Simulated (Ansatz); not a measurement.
The system is AlN.

```
Al N
1.0
     0.00000    2.18399    2.18399
     2.18399    0.00000    2.18399
     2.18399    2.18399    0.00000
Al N
1 1
Direct
  0.00000 0.00000 0.00000
  0.25000 0.25000 0.25000
```

Measurements of this composition are mostly on another form, of space group No. 186.

Base run:

```yaml
Program: Ansatz 0.2.0
Functional: r2SCAN
Potentials_or_basis: Ansatz PAW
Cutoff: "500 eV (not typed: the program's choice for these potentials)"
k_mesh: 10 × 10 × 10
Occupations: fermi-dirac, width 0.05 eV
Spin: no spin polarisation
```

Its results: band gap on the k mesh 3.94 eV, indirect (least direct gap 4.85 eV); pressure 0.3 GPa.

Question: After a change of settings the same cell gave: band gap on the k mesh 3.24 eV, indirect (least direct gap 4.23 eV); pressure -3.6 GPa. Which change was it?
A. functional from r2SCAN to PBEsol; cutoff from 500 eV (not typed: the program's choice for these potentials) to 420 eV (not typed: the program's choice for these potentials)
B. functional from r2SCAN to BLYP; cutoff from 500 eV (not typed: the program's choice for these potentials) to 420 eV (not typed: the program's choice for these potentials)
C. functional from r2SCAN to PBE; cutoff from 500 eV (not typed: the program's choice for these potentials) to 420 eV (not typed: the program's choice for these potentials); occupations from fermi-dirac, width 0.05 eV to gaussian, width 0.015 eV
D. functional from r2SCAN to LDA; cutoff from 500 eV (not typed: the program's choice for these potentials) to 420 eV (not typed: the program's choice for these potentials)

Answer: D.

r2SCAN gives the wider gap, since meta-GGAs in the generalised Kohn-Sham scheme recover part of the derivative discontinuity.

Caveats: the PAW data sets come from PBE, with cores solved anew for the run's functional, which leaves a small shift of forces and pressure.
